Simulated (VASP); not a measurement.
Wanted: the native input for a VASP 6.6.1 run.

```yaml
Task: relaxation of cell and atoms
Functional: LDA
Potentials_or_basis: VASP PAW LDA potentials, release 64 (In_d)
Cutoff: 600 eV
k_mesh: 10 × 10 × 10
Occupations: fermi-dirac, width 0.05 eV
Spin: no spin polarisation
Further_INCAR_settings: ALGO = Normal; EDIFF = 1e-07; IBRION = 2; EDIFFG = -0.02; NSW = 40; ISIF = 3
```

The structure of In lies in POSCAR:

```
In
1.0
   -1.8825252400      1.8825252400      1.8825252400
    1.8825252400     -1.8825252400      1.8825252400
    1.8825252400      1.8825252400     -1.8825252400
In
1
Direct
    0.0000000000      0.0000000000      0.0000000000
```

This isn't the form of In at room conditions, which is tetragonal.

These files were run (other wordings do the same):

INCAR

```
  PREC = Accurate
  ENCUT = 600
  EDIFF = 1E-7
  ISMEAR = -1
  SIGMA = 0.05
  LREAL = F
  LASPH = T
  NELM = 80
  ALGO = Normal
  ISIF = 3
  LWAVE = F
  LCHARG = F
  GGA = CA
  IBRION = 2
  NSW = 40
  EDIFFG = -0.02
```

KPOINTS

```
regular mesh
0
Gamma
  10 10 10
```

Potentials or basis: VASP PAW LDA potentials, release 64 (In_d).

Launch:

```bash
$ cat potpaw_LDA.64/In_d/POTCAR > POTCAR
$ mpirun -np 1 vasp_std > vasp.out
```

It gave:

```json
{
 "Relaxed volume": "24.92 Å³/atom",
 "Relaxed cell": "a = 3.187 Å, b = 3.187 Å, c = 3.187 Å, α = 109.47°, β = 109.47°, γ = 109.47°",
 "Space group after relaxing (to 0.05 Å)": "Im-3m (No. 229)",
 "Energy gained by relaxing": "17.1 meV/atom",
 "Ionic steps": "2",
 "Pressure after relaxing": "-0.1 GPa",
 "Band gap on the k mesh": "none (metal or under the smearing width)"
}
```

Run time: 13 s on 1 thread of Intel(R) Xeon(R) Platinum 8559C (Emerald Rapids), on a shared host, peak memory 0.15 GiB.
